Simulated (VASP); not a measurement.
# ZnO (zincite) (P6_3mc) in VASP: notebook

One crystal, ZnO (zincite), is run at these levels: r2SCAN, HSE06; tasks: single point.

Everything below comes from runs of VASP 6.6.1. Logs are shortened: lines on timing, memory, paths and dates and some standing lists are left out, and cuts for length are marked.

**The experiment to reproduce.**

“Electronic structure of alkaline earth and post-transition metal oxides”, 2009, arxiv:0908.1581 quotes, for a bulk crystal of ZnO: band gap 3.37 eV.

The results are compared with them further down.

## 1. Starting point

It takes space group P6_3mc (No. 186, hexagonal). Conventional cell: a = 3.249 Å, b = 3.249 Å, c = 5.206 Å, α = 90.00°, β = 90.00°, γ = 120.00°. Zn (site symmetry 3m) has 4 O at 1.97 to 1.98 Å as nearest neighbours. O (site symmetry 3m) has 4 Zn at 1.97 to 1.98 Å as nearest neighbours.

## 2. Single point, r2SCAN

Input file INCAR:

```
PREC = Accurate ; ENCUT = 520
EDIFF = 1E-6 ; ISMEAR = -1
SIGMA = 0.02 ; LREAL = False
LASPH = True ; NELM = 80
ALGO = Normal ; ISIF = 2
LWAVE = False ; LCHARG = True
METAGGA = R2SCAN ; LMIXTAU = True
LVHAR = True ; KPAR = 4
```

Input file KPOINTS:

```
regular mesh
0
Gamma
  8 8 5
```

Input file POSCAR:

```
ZnO
1.0
    3.2493080000      0.0000000000      0.0000000000
   -1.6246540000      2.8139832727      0.0000000000
    0.0000000000      0.0000000000      5.2057090000
Zn O
2 2
Direct
    0.3333333333      0.6666666667      0.5000000000
    0.6666666667      0.3333333333      0.0000000000
    0.6666666667      0.3333333333      0.3790100000
    0.3333333333      0.6666666667      0.8790100000
```

Potentials or basis: VASP PAW PBE potentials, release 64 (Zn, O).

On the command line:

```
> cat potpaw_PBE.64/Zn/POTCAR potpaw_PBE.64/O/POTCAR > POTCAR
> mpirun -np 4 vasp_std > vasp.out
```

OUTCAR:

```text
PREC = Accurate
   ENCUT = 520
   EDIFF = 1E-6
   ISMEAR = -1
   LREAL = False
   LASPH = True
   NELM = 80
   ISIF = 2
   METAGGA = R2SCAN

 ion  position               nearest neighbor table
   1  0.333  0.667  0.500-   4 1.97   3 1.98   3 1.98   3 1.98
   2  0.667  0.333  0.000-   3 1.97   4 1.98   4 1.98   4 1.98
   3  0.667  0.333  0.379-   2 1.97   1 1.98   1 1.98   1 1.98
   4  0.333  0.667  0.879-   1 1.97   2 1.98   2 1.98   2 1.98

  LATTYP: Found a hexagonal cell.
 ALAT       =     3.2493080000
 C/A-ratio  =     1.6020977390

  Lattice vectors:

 A1 = (   3.2493080000,   0.0000000000,   0.0000000000)
 A2 = (  -1.6246540000,   2.8139832727,   0.0000000000)
 A3 = (   0.0000000000,   0.0000000000,   5.2057090000)

Analysis of symmetry for initial positions (statically):
=====================================================================
 Subroutine PRICEL returns:
 Original cell was already a primitive cell.

 Routine SETGRP: Setting up the symmetry group for a
 hexagonal supercell.

 Subroutine GETGRP returns: Found 12 space group operations
 (whereof  6 operations were pure point group operations)
 out of a pool of 24 trial point group operations.

The static configuration has the point symmetry C_3v.
 The point group associated with its full space group is C_6v.

Analysis of symmetry for dynamics (positions and initial velocities):
=====================================================================
 Subroutine PRICEL returns:
 Original cell was already a primitive cell.

 Routine SETGRP: Setting up the symmetry group for a
 hexagonal supercell.

 Subroutine GETGRP returns: Found 12 space group operations
 (whereof  6 operations were pure point group operations)
 out of a pool of 24 trial point group operations.

The dynamic configuration has the point symmetry C_3v.
 The point group associated with its full space group is C_6v.

 Subroutine INISYM returns: Found 12 space group operations
 (whereof  6 operations are pure point group operations),
 and found     1 'primitive' translations

----------------------------------------------------------------------------------------

                                     Primitive cell

  volume of cell :      47.5984

  direct lattice vectors                    reciprocal lattice vectors
     3.249308000  0.000000000  0.000000000     0.307757836  0.177684070  0.000000000
    -1.624654000  2.813983273  0.000000000     0.000000000  0.355368139  0.000000000
     0.000000000  0.000000000  5.205709000     0.000000000  0.000000000  0.192096792

  length of vectors
[... 87 lines left out ...]
   LREAL  =      F    real-space projection
   EDIFFG = 0.1E-04   stopping-criterion for IOM
   NSW    =      0    number of steps for IOM
   IBRION =     -1    ionic relax: 0-MD 1-quasi-New 2-CG
   NFREE  =      0    steps in history (QN), initial steepest desc. (CG)
   ISIF   =      2    stress and relaxation
   ISYM   =      2    0-nonsym 1-usesym 2-fastsym
   POTIM  = 0.5000    time-step for ionic-motion
   TEBEG  =    0.0;   TEEND  =   0.0 temperature during run
   PSTRESS=    0.0 pullay stress
   NELECT =      36.0000    total number of electrons
   NUPDOWN=      -1.0000    fix difference up-down
   EMIN   =  10.00;   EMAX   =-10.00  energy-range for DOS
   EFERMI =   0.00;   METHOD = LEGACY
   ISMEAR =    -1;   SIGMA  =   0.02  broadening in eV -4-tet -1-fermi 0-gaus
   EFERMI_NEDOS =   21; number of points for ismear=-14 and -15
   IALGO  =     38    algorithm
   IMIX   =      4    mixing-type and parameters
     AMIX     =   0.40;   BMIX     =  1.00
     AMIX_MAG =   1.60;   BMIX_MAG =  1.00
  volume/ion in A,a.u.               =      11.90        80.30
  Fermi-wavevector in a.u.,A,eV,Ry     =   1.491574  2.818667 30.270160  2.224794
  Thomas-Fermi vector in A             =   2.604212
   LORBIT       =      0    0 simple, 1 ext, 2 COOP (PROOUT), +10 PAW based schemes
   METAGGA = R2SCAN    functional components
   LHFCALC =     F    Hartree Fock is set to
   AEXX    =    0.0000 exact exchange contribution
   IVDW    =     0    specifies the selected vdW correction
   LEPSILON=     F    determine dielectric tensor
   LRPA    =     F    only Hartree local field effects (RPA)
 non-spin polarized calculation
  energy-cutoff  :      520.00
  volume of cell :       47.60
 maximum number of plane-waves:      1299
   NGX = 13   NGY = 13   NGZ = 19

 number of electron      36.0000017 magnetization

 Free energy of the ion-electron system (eV)
  ---------------------------------------------------
  ext. energy  EPLUGINS =         0.00000000
  ---------------------------------------------------
  free energy    TOTEN  =       -36.31696817 eV

  energy without entropy =      -36.31696817  energy(sigma->0) =      -36.31696817

 E-fermi :   1.2550     XC(G=0): -11.6616

 val. band max:        0.8422473032   @ k =   0.0000   0.0000   0.0000
 cond. band min:       2.0731413769   @ k =   0.0000   0.0000   0.0000
 fundamental gap:      1.2308940737
 Fermi energy:         1.2550018510

 k-point     1 :       0.0000    0.0000    0.0000
  band No.  band energies     occupation
      1     -18.2332      2.00000
      2     -17.5395      2.00000
      3      -4.9643      2.00000
      4      -4.9643      2.00000
      5      -4.9216      2.00000
      6      -4.8365      2.00000
[... 589 lines left out ...]
     21      10.1305      0.00000
     22      10.2784      0.00000

 [... further k-points ...]

------------------------ aborting loop because EDIFF is reached ----------------------------------------

  FORCE on cell =-STRESS in cart. coord.  units (eV):
  Direction    XX          YY          ZZ          XY          YZ          ZX
  --------------------------------------------------------------------------------------
  -------------------------------------------------------------------------------------
  Total       -0.2239314     -0.2239314      0.2945926      0.0000000      0.0000000      0.0000000
  in kB       -7.5376051     -7.5376051      9.9160810      0.0000000      0.0000000      0.0000000
  external PRESSURE =      -1.7197098 kB  Pullay stress =       0.0000000 kB

 VOLUME and BASIS-vectors are now :
 -----------------------------------------------------------------------------
  energy-cutoff  :      520.00
  volume of cell :       47.60
      direct lattice vectors                 reciprocal lattice vectors
     3.249308000  0.000000000  0.000000000     0.307757836  0.177684070  0.000000000
    -1.624654000  2.813983273  0.000000000     0.000000000  0.355368139  0.000000000
     0.000000000  0.000000000  5.205709000     0.000000000  0.000000000  0.192096792

 POSITION                                       TOTAL-FORCE (eV/Angst)
 -----------------------------------------------------------------------------------
     -0.00000      1.87599      2.60285         0.000000      0.000000     -0.085994
      1.62465      0.93799      0.00000        -0.000000     -0.000000     -0.085994
      1.62465      0.93799      1.97302         0.000000     -0.000000      0.085994
     -0.00000      1.87599      4.57587         0.000000     -0.000000      0.085994
 -----------------------------------------------------------------------------------
    total drift:                                0.000000      0.000000     -0.087005

  FREE ENERGIE OF THE ION-ELECTRON SYSTEM (eV)
  ---------------------------------------------------
  free  energy   TOTEN  =       -36.3169681706 eV

  energy  without entropy=      -36.3169681706  energy(sigma->0) =      -36.31696817
```

OSZICAR:

```text
N       E                     dE             d eps       ncg     rms          rms(c)
DAV:   1     0.266907617374E+03    0.26691E+03   -0.19414E+04  1320   0.242E+03
DAV:   2    -0.150845560830E+02   -0.28199E+03   -0.27295E+03  1416   0.451E+02
DAV:   3    -0.460201846424E+02   -0.30936E+02   -0.30719E+02  1572   0.158E+02
[... 16 lines left out ...]
DAV:  20    -0.363169329947E+02    0.40484E-04   -0.68141E-04  2034   0.468E-01    0.229E-01
DAV:  21    -0.363169500482E+02   -0.17053E-04   -0.79812E-05  1356   0.835E-02    0.207E-01
DAV:  22    -0.363169609458E+02   -0.10898E-04   -0.26243E-05  1408   0.103E-01    0.143E-01
DAV:  23    -0.363169680326E+02   -0.70869E-05   -0.20630E-05  1980   0.148E-01    0.539E-02
DAV:  24    -0.363169675040E+02    0.52860E-06   -0.27419E-05  1778   0.137E-01    0.111E-02
DAV:  25    -0.363169681706E+02   -0.66660E-06   -0.93296E-06  1332   0.259E-02
   1 F= -.36316968E+02 E0= -.36316968E+02  d E =-.636341E-11
```

Wall time 58 s (4 MPI ranks of AMD EPYC 7R13 (Zen 3), shared host); peak memory 0.15 GiB.

What came out:

| Item | Value |
| --- | --- |
| Free energy | -36.3170 eV |
| Pressure | -0.2 GPa |
| Largest force | 0.086 eV/Å |
| Band gap on the k mesh | 1.23 eV, direct |

Forces in eV/Å, atoms in the order of the input:
```
Zn   0.000  0.000 -0.086
Zn   0.000  0.000 -0.086
O    0.000  0.000  0.086
O    0.000  0.000  0.086
```

Caveat: the PAW data sets were made with another functional, which shifts forces and pressure a little.

## 3. Single point, HSE06

POSCAR is that of step 2.

Input file INCAR.step1:

```
PREC = Accurate ; ENCUT = 520
EDIFF = 1E-5 ; ISMEAR = -1
SIGMA = 0.02 ; LREAL = False
LASPH = True ; NELM = 80
ALGO = Normal ; ISIF = 2
LWAVE = True ; GGA = PE
KPAR = 4
```

Input file INCAR.step2:

```
PREC = Accurate ; ENCUT = 520
EDIFF = 1E-6 ; ISMEAR = -1
SIGMA = 0.02 ; LREAL = False
LASPH = True ; NELM = 80
ALGO = Normal ; ISIF = 2
LWAVE = False ; LCHARG = True
GGA = PE ; LHFCALC = True
HFSCREEN = 0.2 ; PRECFOCK = Fast
LVHAR = True ; ISTART = 1
KPAR = 4
```

Input file KPOINTS:

```
regular mesh
0
Gamma
  6 6 4
```

Potentials or basis: VASP PAW PBE potentials, release 64 (Zn, O).

On the command line:

```
> cat potpaw_PBE.64/Zn/POTCAR potpaw_PBE.64/O/POTCAR > POTCAR
> cp INCAR.step1 INCAR
> mpirun -np 4 vasp_std > vasp.out
> cp INCAR.step2 INCAR
> mpirun -np 4 vasp_std > vasp.out
```

Run time: 15 min. Hardware: 4 MPI ranks of AMD EPYC 7R13 (Zen 3), shared host; peak memory 0.25 GiB.

Results (log left out):

```yaml
Free_energy: -22.7553 eV
Pressure: 1.7 GPa
Largest_force: 0.083 eV/Å
Band_gap_on_the_k_mesh: 2.50 eV, direct
```

Forces in eV/Å, atoms in the order of the input:
```
Zn   0.000  0.000 -0.083
Zn   0.000  0.000 -0.083
O    0.000  0.000  0.083
O    0.000  0.000  0.083
```

Stress tensor (GPa, compression positive):
```
1.19 0.00 0.00
0.00 1.19 0.00
0.00 0.00 2.61
```

Levels at points of the mesh, in eV from the valence-band top:
```csv
k point,band 16,band 17,band 18,band 19,band 20,band 21
"(0.00, 0.00, 0.00)",-0.06,0.00,0.00,2.50,7.21,10.36
"(0.50, 0.00, 0.00)",-2.40,-1.40,-0.87,7.80,8.69,9.44
"(0.00, 0.00, 0.50)",-0.43,-0.43,-0.43,5.26,5.26,12.24
"(0.50, 0.00, 0.50)",-1.60,-1.44,-1.44,7.55,7.55,10.70
```

Caveat: the PAW data sets were made with another functional, which shifts forces and pressure a little.

## 4. How close it comes

Step 2. A measured gap of ZnO is 3.37 eV (quoted in “Electronic structure of alkaline earth and post-transition metal oxides”, 2009, arxiv:0908.1581); the calculated 1.23 eV misses it by -2.14 eV. So large a miss can be the level of theory's own, or it may mean another phase, state or a wrong row. The value is that of r2SCAN, without temperature or zero-point motion.

Step 3. A measured gap of ZnO is 3.37 eV (quoted in “Electronic structure of alkaline earth and post-transition metal oxides”, 2009, arxiv:0908.1581); the calculated 2.50 eV misses it by -0.87 eV. The value is that of HSE06, without temperature or zero-point motion.
